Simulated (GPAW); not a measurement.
The system is C.

```
C
1.0
     2.52210    0.00000    0.00000
    -1.26105    2.18420    0.00000
     0.00000    0.00000    8.23710
C
8
Direct
  0.66667 0.33333 0.84375
  0.33333 0.66667 0.34375
  0.66667 0.33333 0.65625
  0.33333 0.66667 0.15625
  0.00000 0.00000 0.90625
  0.00000 0.00000 0.40625
  0.00000 0.00000 0.59375
  0.00000 0.00000 0.09375
```

This is a hexagonal form of diamond, not graphite.

Program: GPAW 26.7.0. Alike in all runs: no spin polarisation; cell as given. Hardware: 1 thread of Arm Neoverse V1, with other jobs on the host.

Question: Order these runs on this cell by their wall time, lowest first.
A. task band structure; level PBE; potentials or basis GPAW PAW data sets (gpaw-data 1.2.1), fd; k mesh 7 × 7 × 2; smearing fermi-dirac 0.05 eV; maxiter 150; band path GMKGALHA,LM,KH; band points 60; grid spacing 0.2 Å
B. task dielectric tensor; level GLLB-SC; potentials or basis the program's PAW data sets (release 1.2.1) made for this functional, pw; k mesh 10 × 10 × 3; cutoff (eV) 600; smearing fermi-dirac 0.001 eV; maxiter 150; response ecut 60 eV; response k mesh 15 × 15 × 4
C. task single point; level GLLB-SC; potentials or basis the program's PAW data sets (release 1.2.1) made for this functional, pw; k mesh 10 × 10 × 3; cutoff (eV) 600; smearing fermi-dirac 0.05 eV; maxiter 80

Answer: C (42 s), A (160 s), B (1300 s).

Caveats: a model potential gives levels but no total energy (some runs); the long-wavelength limit can be off by a per cent or two (some runs); response on these states lacks terms of the Hamiltonian (some runs).

Not every run made on this cell is shown here.
